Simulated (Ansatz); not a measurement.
# As: the cost of one run

Method: DFT PBE, scalar-relativistic, plane waves, PAW, in Ansatz 0.2.0.

## Step 1: Starting point

The structure is tetragonal, space group I4_1/amd (No. 141). Conventional cell: a = 3.957 Å, b = 3.957 Å, c = 13.709 Å, α = 90.00°, β = 90.00°, γ = 90.00°. Around As (site symmetry 2mm) lie 3 As at 2.28 Å.

Structure file:

```xyz
4
Lattice="-1.9787 1.9787 6.8544 1.9787 -1.9787 6.8544 1.9787 1.9787 -6.8544" Properties=species:S:1:pos:R:3 pbc="T T T"
As    0.0000    0.0000    1.1424
As    0.0000    1.9787    4.5696
As    0.0000    0.0000   12.5664
As    0.0000    1.9787    2.2848
```

The cell is invented: 3-connected net of one element (I4_1/amd, No. 141). The dimensions are guesses.

## Step 2: The guess as it stands, on a coarse mesh

File input.yaml:

```yaml
crystal:
  lattice:
    - [-1.97869487, 1.97869487, 6.8543999]
    - [1.97869487, -1.97869487, 6.8543999]
    - [1.97869487, 1.97869487, -6.8543999]
  atoms:
    - { symbol: As, position: [0.08333334, 0.08333334, 0.0] }
    - { symbol: As, position: [0.83333334, 0.33333334, 0.5] }
    - { symbol: As, position: [0.91666666, 0.91666666, 0.0] }
    - { symbol: As, position: [0.66666666, 0.16666666, 0.5] }
basis:
  ecutwfc: 420
kpoints:
  mp_grid: { grid: [6, 6, 6] }
hamiltonian:
  xc: pbe
scf:
  occupations: { method: gaussian, width: 0.1 }
  lower_state_search: "off"
output:
  forces: true
  stress: true
  eigenvalues: true
```

Run with:

```
ansatz run input.yaml --threads 1 --pin off --max-ram 2560MiB --backend cpu --events-out ev --progress --plain --runs-dir out
```

What time and memory should one allow on 1 thread of Arm Neoverse V2, shared host?

About 4.9 s, with a peak of 0.37 GiB.
